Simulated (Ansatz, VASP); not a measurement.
## Bi in VASP and in Ansatz

File INCAR:

```
SYSTEM = Bi
PREC = Accurate
ENCUT = 520
EDIFF = 1E-6
ISMEAR = -1
SIGMA = 0.05
LREAL = .False.
LASPH = .True.
NELM = 80
ALGO = Normal
ISIF = 2
LWAVE = .False.
LCHARG = .False.
GGA = PS
NBANDS = 14
```

File KPOINTS:

```
Automatic mesh
0
Gamma
  12 12 12
  0 0 0
```

File POSCAR:

```
Bi
1.0
    3.1124927545      0.0000000000      0.0000000000
    0.0000000000      3.1124927545      0.0000000000
    0.0000000000      0.0000000000      3.1124927545
Bi
1
Direct
    0.0000000000      0.0000000000      0.0000000000
```

Input for Ansatz:

```yaml
crystal:
  lattice:
    - [3.1124927545, 0.0, 0.0]
    - [0.0, 3.1124927545, 0.0]
    - [0.0, 0.0, 3.1124927545]
  atoms:
    - { symbol: Bi, position: [0.0, 0.0, 0.0] }
kpoints:
  mp_grid: { grid: [12, 12, 12] }
  band_path:
    path:
      - [0.0, 0.0, 0.0]
      - [0.0, 0.5, 0.0]
      - [0.5, 0.5, 0.0]
      - [0.0, 0.0, 0.0]
      - [0.5, 0.5, 0.5]
      - [0.0, 0.5, 0.0]
      - [0.5, 0.5, 0.5]
      - [0.5, 0.5, 0.0]
    npoints: 8
scf:
  occupations: { method: fermi_dirac, width: 0.05 }
hamiltonian:
  xc: pbesol
  pseudopotentials: { kind: all_electron, lapw: { basis_error: 0.001 } }
output:
  forces: true
  stress: true
  eigenvalues: true
  populations: true
  dos: { projected: true, de: 0.2, e_range: [-14, 8] }
```

Change from the starting cell: volume scaled by 0.9, LAPW.

Alike in both runs: task single point; functional PBEsol; k mesh 12 × 12 × 12; occupations fermi-dirac, width 0.05 eV; no spin polarisation.

```csv
,VASP,Ansatz
version,VASP 6.6.1,Ansatz 0.2.0
potentials or method,"VASP PAW PBE potentials, release 64 (Bi_d)","all-electron LAPW, scalar-relativistic"
plane-wave cutoff (eV),520,see its input
```

Ansatz gave:

```
pressure (GPa) : 7.2
```

Task: What did VASP give for the same quantities?

Result: Pressure (GPa): 7.1.

Ansatz ran all-electron here, so the differences hold the error of VASP's frozen core and of both bases.

Caveats: the PAW data sets were made with another functional, which shifts forces and pressure a little (VASP); spin-orbit coupling is left out, which moves the levels of the heavy elements.
